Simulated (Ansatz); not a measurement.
# SrO: energy less free atoms and pressure against volume scale

Results calculated with Ansatz 0.2.0, not measured. Periodic Kohn-Sham DFT of a crystal at fixed atoms, scaled to volume_scale times the given cell; pressure positive in compression, energy less spherical unpolarised free atoms, largest_vzz the field gradient of largest size among the nuclei.

The cell before it is scaled or strained (space group Fm-3m, No. 225):
```
SrO
1.0
      0.0000     2.5698     2.5698
      2.5698     0.0000     2.5698
      2.5698     2.5698     0.0000
Sr O
1 1
Direct
  0.00000 0.00000 0.00000
  0.50000 0.50000 0.50000
```

Settings of every row: method all-electron LAPW; functional PBE; relativity scalar; k mesh 8x8x8; filling fermi-dirac; smearing width 0.02 eV; basis error target 0.25 meV/atom; nucleus gaussian.

Atom start moment: 0 on all atoms.

```csv
row,volume scale,V (Å³/atom),energy less free atoms (eV/atom),pressure (GPa)
1,0.94,15.952,-5.9871,9.824
2,0.95,16.122,-5.9968,8.513
3,0.96,16.292,-6.0052,7.271
4,0.98,16.631,?,?
5,0.99,16.801,-6.0228,3.924
6,1,16.971,-6.0264,2.923
7,1.01,17.14,-6.029,1.974
8,1.02,17.31,-6.0306,1.074
9,1.04,17.649,-6.0311,-0.589
10,1.05,17.819,-6.0301,-1.356
11,1.06,17.989,-6.0282,-2.083
```

Question: what energy less free atoms and pressure should row 4 give?

Worked fit of energy less free atoms. Take u = (V_r/V)^(2/3) − 1 with V_r = 17.056 Å³ an atom, which is twice the finite (Eulerian) strain; such expansions in the strain, on which the Birch-Murnaghan equation of state is built, carry the rest volume and the bulk modulus. The shown rows have u = 0.04562, 0.03826, 0.03102, 0.01009, 0.00334, -0.00327, -0.00981, -0.02253, -0.02875, -0.03488. Least squares give energy less free atoms = −6.02785 + 0.3922 × u + 10.961 × u² eV/atom; a straight line predicts inner rows, each left out in turn, worse (root mean square 0.0064 against 4.3e-05 eV/atom). The rows lie off it by 0.0000, 0.0000, -0.0001, 0.0000, 0.0000, 0.0000, 0.0000, 0.0000, 0.0000, 0.0000. Its lowest point lies at u = -0.0179, or V = 17.52 Å³ an atom, and the curvature there gives the bulk modulus at fixed shape and fractions, B = (4/9)(1 + u)² E″(u)/V = 85.9 GPa. The withheld row has u = 0.01696, so the fit gives −6.02785 + 0.3922 × (0.01696) + 10.961 × (0.01696)² = -6.0180 eV/atom.

The calculation gave -6.0181 eV/atom. The fit lies 0.0001 eV/atom (0.23 % of the column's range) above it, one unit of the last digit.

Worked fit of pressure. Take u = (V_r/V)^(2/3) − 1 with V_r = 17.056 Å³ an atom, which is twice the finite (Eulerian) strain; such expansions in the strain, on which the Birch-Murnaghan equation of state is built, carry the rest volume and the bulk modulus. The shown rows have u = 0.04562, 0.03826, 0.03102, 0.01009, 0.00334, -0.00327, -0.00981, -0.02253, -0.02875, -0.03488. Least squares give pressure = 2.4392 + 143.171 × u + 396.98 × u² + 282 × u³ GPa; a parabola predicts inner rows, each left out in turn, worse (root mean square 0.0036 against 0.0013 GPa). The rows lie off it by 0.000, -0.001, 0.000, -0.001, 0.001, -0.001, 0.001, -0.001, 0.000, 0.001. The pressure vanishes at u = -0.0179, or V = 17.52 Å³ an atom, and there the bulk modulus at fixed shape and fractions is B = −V dP/dV = (2/3)(1 + u) dP/du = 84.6 GPa. The withheld row has u = 0.01696, so the fit gives 2.4392 + 143.171 × (0.01696) + 396.98 × (0.01696)² + 282 × (0.01696)³ = 4.983 GPa.

The calculation gave 4.98 GPa. The fit lies 0.003 GPa (0.025 % of the column's range) above it; its largest miss of a shown row is 0.001 GPa.
